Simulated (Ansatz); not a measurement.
CsCl (CsCl type), relaxed with r²SCAN (Ansatz, a program for electronic structure, plane waves, PAW): a = b = c = 4.140 Å, α = β = γ = 90.00°.

- gap (eV): 5.91
- ΔH_f (eV/atom): -2.19
- B₀ by P(V) fit (GPa): 18.3

The same phase is relaxed and computed with PBEsol in the same code. What are the cell and these values now?

a = 4.0682 Å, b = 4.0682 Å, c = 4.0682 Å, α = 90.00°, β = 90.00°, γ = 90.00°.

* **gap (eV)**: 5.23
* **ΔH_f (eV/atom)**: -1.96
* **B₀ by P(V) fit (GPa)**: 18.5

All cells were relaxed under the symmetry of their starts (and spin orders); stability against distortions was not tested throughout. Scalar-relativistic: spin–orbit coupling is off unless named, which matters more the heavier the elements.

Potentials: the later of the program's two PAW sets.

Ansatz is a plane-wave DFT program.

Formation energies count from the lowest solids of the elements computed at the same level, not from gases.
